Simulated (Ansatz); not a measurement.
## SnO2: comparing deformations

Computed with Ansatz 0.2.0, DFT PBE, scalar-relativistic, plane waves, PAW. Settings: plane waves to 420 eV, k-mesh 6×6×8 (Γ-centred), Gaussian smearing 0.05 eV. No spin polarisation. Energies are free energies at this smearing, counted from the undisturbed cell; pressure is positive in compression.

The starting cell (relaxed at this level):

```
Sn O
1.0
     4.82652    0.00000    0.00000
     0.00000    4.82837    0.00000
     0.00000    0.00000    3.23817
Sn O
2 4
Cartesian
  2.4133 2.4142 1.6191
  0.0000 0.0000 0.0000
  1.4793 1.4807 0.0000
  3.8926 0.9335 1.6191
  0.9339 3.8949 1.6191
  3.3472 3.3477 0.0000
```

The cell is strained by ε times a Voigt pattern (xx, yy, zz, yz, xz, xy; engineering shear) with fractional coordinates fixed. τ = (1/V0) dE/dε comes from the stress tensor. Of each scan, only the three points used here are listed.

| pattern | ε | τ (GPa) |
| --- | --- | --- |
| (0, 0, 0, 0, 0, 1) | -0.0250 | -4.48 |
| (0, 0, 0, 0, 0, 1) | 0.0000 | 0.00 |
| (0, 0, 0, 0, 0, 1) | 0.0125 | 2.23 |
| (1, -1, 0, 0, 0, 0) | -0.0150 | -2.44 |
| (1, -1, 0, 0, 0, 0) | 0.0000 | -0.02 |
| (1, -1, 0, 0, 0, 0) | 0.0150 | 2.39 |

Problem. Which constants do the scans give, and which deformation costs least for the same size of strain tensor?

Solution. The slope dτ/dε at zero (parabola through three points) is pᵀCp: (0, 0, 0, 0, 0, 1) gives C66 = 179 GPa; (1, -1, 0, 0, 0, 0) gives C11 + C22 − 2 C12 = 161 GPa. The size of the strain tensor, ε:ε, is ε² times 0.5, 2.0. Per unit of it the stiffnesses are 358, 81 GPa, so (1, -1, 0, 0, 0, 0) is the softest of these: at ε:ε = (1 %)² the quadratic term costs 0.32 meV/atom against 1.40 for the stiffest. These are clamped-ion values.

Forces appear on the atoms along this scan, and letting them relax would lower the energy and soften the response.

Cost: 18 runs of about 3.6 core-minutes in all, on Arm Neoverse V2 (shared hosts).